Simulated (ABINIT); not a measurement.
# A GW chain in ABINIT: InP (F-43m)

How does a plane-wave GW calculation on InP (F-43m) run from the first input to the gap?

Main program and level: ABINIT 10.8.3; PBE and many-body steps on it, plane waves.

The database entry behind the starting cell differs from later determinations by our own check (0.1 to 0.3 % short, probably kX units), so it need not match the best structure at ambient conditions.

### Step 1. The structure

The structure is cubic, space group F-43m (No. 216). Conventional cell: a = 5.861 Å, b = 5.861 Å, c = 5.861 Å, α = 90.00°, β = 90.00°, γ = 90.00°. Nearest to In lie 4 P at 2.54 Å. Nearest to P lie 4 In at 2.54 Å. Farther neighbours are not listed.

The cell and positions come from the Crystallography Open Database and are kept as given unless a step says otherwise.

### Step 2. Ground state

This step: ABINIT 10.8.3; DFT, PBE, plane waves, norm-conserving pseudopotentials.

The ground-state density comes first.

Contents of run.abi:

```
acell 3*1.0 Angstrom
rprim 
  -0.000000000000 2.930500000000 2.930500000000
  2.930500000000 -0.000000000000 2.930500000000
  2.930500000000 2.930500000000 -0.000000000000
ntypat 2
znucl 49 15
natom 2
typat 1 2
xred 
  0.000000000000 0.000000000000 0.000000000000
  0.250000000000 0.250000000000 0.250000000000
pp_dirpath "pseudos"
pseudos "In.upf, P.upf"
ecut 33
ngkpt 6 6 6
nshiftk 1
shiftk 0 0 0
kptopt 1
chksymbreak 0
nband 18
occopt 1
tolvrs 1e-10
nstep 60
prtwf 0
optforces 0
optstress 0
indata_prefix "in"
outdata_prefix "out"
tmpdata_prefix "tmp"
```

Run with:

```console
$ OMP_NUM_THREADS=1 mpirun -n 4 abinit run.abi > log
```

Numbers of over 12 decimals in the logs are rounded to 6 here.

The program printed:

```text
.Version 10.8.3 of ABINIT. v10.8.2 released Aug 2026.

 Symmetries : space group F-4 3 m (#216); Bravais cF (face-center cubic)
================================================================================
 Values of the parameters that define the memory need of the present run
     intxc =       0    ionmov =       0      iscf =       7    lmnmax =       6
     lnmax =       6     mgfft =      45  mpssoang =       3    mqgrid =    3001
     natom =       2  nloc_mem =       1    nspden =       1   nspinor =       1
    nsppol =       1      nsym =      24    n1xccc =    2501    ntypat =       2
    occopt =       1   xclevel =       2
-    mband =          18        mffmem =           1         mkmem =           4
       mpw =        3100          nfft =       91125          nkpt =          16
================================================================================
  Rough estimation (10% accuracy) of disk space for files :
================================================================================

--------------------------------------------------------------------------------
------------- Echo of variables that govern the present computation ------------
--------------------------------------------------------------------------------
 -outvars: echo values of preprocessed input variables --------
            acell      1.8897261259E+00  1.8897261259E+00  1.8897261259E+00 Bohr

      chksymbreak           0
             ecut      3.30000000E+01 Hartree
-          fftalg         312

              ixc     -101130
              kpt      0.00000000E+00  0.00000000E+00  0.00000000E+00
                       1.66666667E-01  0.00000000E+00  0.00000000E+00
                       3.33333333E-01  0.00000000E+00  0.00000000E+00
                       5.00000000E-01  0.00000000E+00  0.00000000E+00
                       1.66666667E-01  1.66666667E-01  0.00000000E+00
                       3.33333333E-01  1.66666667E-01  0.00000000E+00
                       5.00000000E-01  1.66666667E-01  0.00000000E+00
                      -3.33333333E-01  1.66666667E-01  0.00000000E+00
                      -1.66666667E-01  1.66666667E-01  0.00000000E+00
   [... 5 further rows ...]
                      -3.33333333E-01  3.33333333E-01  1.66666667E-01
                      -3.33333333E-01  5.00000000E-01  1.66666667E-01
         kptrlatt        6    0    0      0    6    0      0    0    6
          kptrlen      4.69901511E+01
P           mkmem           4
            natom           2
            nband          18
            ngfft          45      45      45
             nkpt          16
            nstep          60
             nsym          24
           ntypat           2
              occ      2.000000  2.000000  2.000000  2.000000  2.000000  2.000000
                       2.000000  2.000000  2.000000  2.000000  2.000000  2.000000
                       2.000000  0.000000  0.000000  0.000000  0.000000  0.000000
        optforces           0
        optstress           0
            prtwf           0
            rprim     -0.0000000000E+00  2.9305000000E+00  2.9305000000E+00
[...]
spgroup         216

           tolvrs      1.00000000E-10

             xred      0.0000000000E+00  0.0000000000E+00  0.0000000000E+00
[...]
znucl       49.00000   15.00000

================================================================================

 chkinp: Checking input parameters for consistency.

================================================================================
== DATASET  1 ==================================================================
-   mpi_nproc: 4, omp_nthreads: 1 (-1 if OMP is not activated)

--- !DatasetInfo
iteration_state: {dtset: 1, }
dimensions: {natom: 2, nkpt: 16, mband: 18, nsppol: 1, nspinor: 1, nspden: 1, mpw: 3100, }
cutoff_energies: {ecut:  33.0, pawecutdg:  -1.0, }
electrons: {nelect:   2.60000000E+01, charge:   0.00000000E+00, occopt:   1.00000000E+00, tsmear:   1.00000000E-02, }

 Real(R)+Recip(G) space primitive vectors, cartesian coordinates (Bohr,Bohr^-1):
 R(1)=  0.0000000  5.5378424  5.5378424  G(1)= -0.0902879  0.0902879  0.0902879
 R(2)=  5.5378424  0.0000000  5.5378424  G(2)=  0.0902879 -0.0902879  0.0902879
 R(3)=  5.5378424  5.5378424  0.0000000  G(3)=  0.0902879  0.0902879 -0.0902879
 Unit cell volume ucvol=  3.3966576E+02 bohr^3
 Angles (23,13,12)=  6.00000000E+01  6.00000000E+01  6.00000000E+01 degrees

 getcut: wavevector=  0.0000  0.0000  0.0000  ngfft=  45  45  45
         ecut(hartree)=     33.000   => boxcut(ratio)=   2.17258

--- Pseudopotential description ------------------------------------------------
- In Generated using ONCVPSP code by D. R. Hamann
- 49.00000  21.00000  171031                  znucl, zion, pspdat
12 -101130 2 -1 1964                          pspcod,pspxc,lmax,lloc,mmax
     nproj     2     2     2
  pspatm : epsatm=   33.77322108
         --- l  ekb(1:nproj) -->
[...]
pspatm: atomic psp has been read  and splines computed

- P Generated using ONCVPSP code by D. R. Hamann
- 15.00000   5.00000  171031                  znucl, zion, pspdat
12 -101130 2 -1 1298                          pspcod,pspxc,lmax,lloc,mmax
     nproj     2     2     2
  pspatm : epsatm=    8.05910421
         --- l  ekb(1:nproj) -->
[...]
2   -3.154982   -0.827415
 pspatm: atomic psp has been read  and splines computed

   1.08764046E+03                                ecore*ucvol(ha*bohr**3)
--------------------------------------------------------------------------------

_setup2: Arith. and geom. avg. npw (full set) are    3076.875    3076.851

================================================================================

--- !BeginCycle
iteration_state: {dtset: 1, }
solver: {iscf: 7, nstep: 60, nline: 4, wfoptalg: 0, }
tolerances: {tolvrs: 1.00E-10, }

     iter   Etot(hartree)      deltaE(h)  residm     vres2
 ETOT  1  -205.97379630002    -2.060E+02 2.231E-01 2.035E+02
 ETOT  2  -206.37873386066    -4.049E-01 1.252E-02 2.815E+01
 ETOT  3  -206.38174677282    -3.013E-03 2.083E-02 7.750E-01
 ETOT  4  -206.38178877304    -4.200E-05 7.453E-04 6.304E-02
 ETOT  5  -206.38179190036    -3.127E-06 1.917E-04 6.390E-03
 ETOT  6  -206.38179338651    -1.486E-06 1.096E-03 2.070E-03
 ETOT  7  -206.38179369326    -3.067E-07 7.848E-05 4.100E-06
 ETOT  8  -206.38179369380    -5.402E-10 2.939E-04 8.570E-08
 ETOT  9  -206.38179369381    -1.472E-11 1.631E-05 3.250E-09
 ETOT 10  -206.38179369381    -2.103E-12 5.739E-05 2.705E-10
 ETOT 11  -206.38179369381    -5.400E-13 3.083E-06 1.165E-11

 At SCF step   11       vres2   =  1.17E-11 < tolvrs=  1.00E-10 =>converged.

--- !ResultsGS
iteration_state: {dtset: 1, }
comment   : Summary of ground state results
lattice_vectors:
- [ -0.0000000,   5.5378424,   5.5378424, ]
- [  5.5378424,  -0.0000000,   5.5378424, ]
- [  5.5378424,   5.5378424,  -0.0000000, ]
lattice_lengths: [   7.83169,    7.83169,    7.83169, ]
lattice_angles: [ 60.000,  60.000,  60.000, ] # degrees, (23, 13, 12)
lattice_volume:   3.3966576E+02
convergence: {deltae: -5.400E-13, res2:  1.165E-11, residm:  3.083E-06, diffor:  0.000E+00, }
etotal    :  -2.06381794E+02
entropy   :   0.00000000E+00
fermie    :   1.82435607E-01
cartesian_stress_tensor: null
pressure_GPa: null
xred      :
- [  0.0000E+00,   0.0000E+00,   0.0000E+00, In]
- [  2.5000E-01,   2.5000E-01,   2.5000E-01,  P]
cartesian_forces: null
force_length_stats: {min: null, max: null, mean: null, }

 Integrated electronic density in atomic spheres:
 ------------------------------------------------
 Atom  Sphere_radius  Integrated_density
    1        2.00000         17.85064401
    2        2.00000          2.75896772
================================================================================

 ----iterations are completed or convergence reached----

 Mean square residual over all n,k,spin=   10.723E-09; max=  30.825E-07
 reduced coordinates (array xred) for    2 atoms
       0.000000000000      0.000000000000      0.000000000000
       0.250000000000      0.250000000000      0.250000000000
 rms dE/dt=  0.0000E+00; max dE/dt=  0.0000E+00; dE/dt below (all hartree)
    1       0.000000000000      0.000000000000      0.000000000000
    2       0.000000000000      0.000000000000      0.000000000000

 cartesian coordinates (angstrom) at end:
    1      0.000000     0.000000     0.000000
    2      1.465250     1.465250     1.465250
 length scales=  1.889726125908  1.889726125908  1.889726125908 bohr
              =  1.000000000000  1.000000000000  1.000000000000 angstroms
 prteigrs : about to open file out_EIG
 Fermi (or HOMO) energy (hartree) =   0.18244   Average Vxc (hartree)=  -0.34806
 Eigenvalues (hartree) for nkpt=  16  k points:
 kpt#   1, nband= 18, wtk=  0.00463, kpt=  0.0000  0.0000  0.0000 (reduced coord)
  -4.04594   -2.51987   -2.51987   -2.51987   -0.33970   -0.33970   -0.33970   -0.33420
  -0.33420   -0.24085    0.18244    0.18244    0.18244    0.20849    0.33265    0.33265
   0.33265    0.49824
 prteigrs : prtvol=0 or 1, do not print more k-points.

--- !EnergyTerms
iteration_state     : {dtset: 1, }
comment             : Components of total free energy in Hartree
kinetic             :  7.02144370806370E+01
hartree             :  7.44753590612907E+01
xc                  : -3.01419855988576E+01
Ewald energy        : -1.04054616797132E+02
psp_core            :  3.20209033028539E+00
local_psp           : -2.04256010233885E+02
non_local_psp       : -1.58210675361525E+01
total_energy        : -2.06381793693814E+02
total_energy_eV     : -5.61593470234074E+03
band_energy         : -2.64771403849235E+01

== END DATASET(S) ==============================================================
================================================================================

 -outvars: echo values of variables after computation  --------
           etotal     -2.0638179369E+02
            nband          18
             nkpt          16
          spgroup         216
 [... the other variables as echoed above ...]

 Calculation completed.
```

The job ended after 11 s (4 MPI ranks of Arm Neoverse V2, shared host; peak memory 0.32 GiB).

This step gave:

```
total energy               : -5615.9347 eV
gap                        : 0.7089 eV
k of the valence top       : 0, 0, 0
k of the conduction bottom : 0, 0, 0
least direct gap           : 0.7089 eV
```

The gap is direct, at Γ.

[end of part 1 of 3]

[Paths, hosts, dates, memory and timing lines, banners, echoed tables and standing remarks are left out of the program output.]

[Logs are printed without paths, hosts, clocks, repeated set-up lines and the standing remarks that a program may print on its own settings, such as how far it seeks lower states.]

[Runs of the session that timed out or met a known fault of the program may be left out.]

[Hosts, paths, dates, database ids (printed as entryN), source tags and the programs' standing remarks are cut or masked in the printed files.]

[G0W0 gaps are taken among the corrected bands and points alone; a level outside them can change the order at an edge.]

[Where Ansatz stands beside ABINIT at settings called matched, ABINIT's density can come from a denser mesh and the files from another edition; pairs whose starting gaps differed by over 0.03 eV were left out, so agreement reads better than it is.]
